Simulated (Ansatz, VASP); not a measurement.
# P in VASP and in Ansatz

```
P
1.0
     0.00000    2.95093    2.66203
     3.37564    0.00000    2.66203
     3.37564    2.95093    0.00000
P
3
Direct
  0.31395 0.66562 0.68605
  0.66562 0.31395 0.33438
  0.85376 0.85376 0.14624
```

Alike in both runs: functional PBE; k mesh 4 × 4 × 4; occupations gaussian, width 0.1 eV; no spin polarisation.

Ansatz relaxed the structure, and its values are those at the end. VASP's run is a single point on that final structure, the one shown.

```csv
,VASP,Ansatz
version,VASP 6.6.1,Ansatz 0.2.0
potentials or method,"VASP PAW PBE potentials, release 64 (P)","scalar-relativistic, plane waves, PAW"
plane-wave cutoff (eV),520,420
valence electrons in the cell,15,15
```

```csv
,VASP,Ansatz,Ansatz less VASP
gap on the k mesh at the Fermi level (eV),none,none,-
pressure (GPa),-0.3,-0.1,+0.23
rms of the force components (eV/Å),0.031,0.015,-0.0162
```

A gap of «none» marks a metal or a gap that the smearing closes.

Caveats: the k mesh is coarse (spacing up to 0.46 Å⁻¹), so the values aren't converged.
